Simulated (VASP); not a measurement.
In3As: equation of state with PBEsol

Crystal: In3As.

```
In As
1.0
     4.67168    0.00000    0.00000
     0.00000    4.67168    0.00000
     0.00000    0.00000    4.67168
In As
3 1
Direct
  0.50000 0.50000 0.00000
  0.50000 0.00000 0.50000
  0.00000 0.50000 0.50000
  0.00000 0.00000 0.00000
```

The cell comes from a database or a generator and needn't be the stable form of this composition.

- Program: VASP 6.6.1
- Task: equation of state
- Functional: PBEsol
- Potentials or basis: VASP PAW PBE potentials, release 64 (In_d, As)
- Cutoff: 520 eV
- k mesh: 6 × 6 × 6
- Occupations: fermi-dirac, width 0.05 eV
- Spin: no spin polarisation

The equilibrium volume is 24.16 Å³/atom and the bulk modulus is 49 GPa. The pressure derivative of the bulk modulus is 4.7.

Energy against volume, from the lowest point:
```tsv
volume (Å³/atom)	energy (meV/atom)
23.960	0.00
24.470	0.31
24.980	3.72
25.489	9.86
25.999	18.43
26.509	29.15
27.019	41.77
```

All runs of the series together: 3.4 min on 1 thread of Intel(R) Xeon(R) 6975P-C (Granite Rapids), with other jobs on the host.

Caveat: the PAW data sets were made with another functional, which shifts forces and pressure a little.
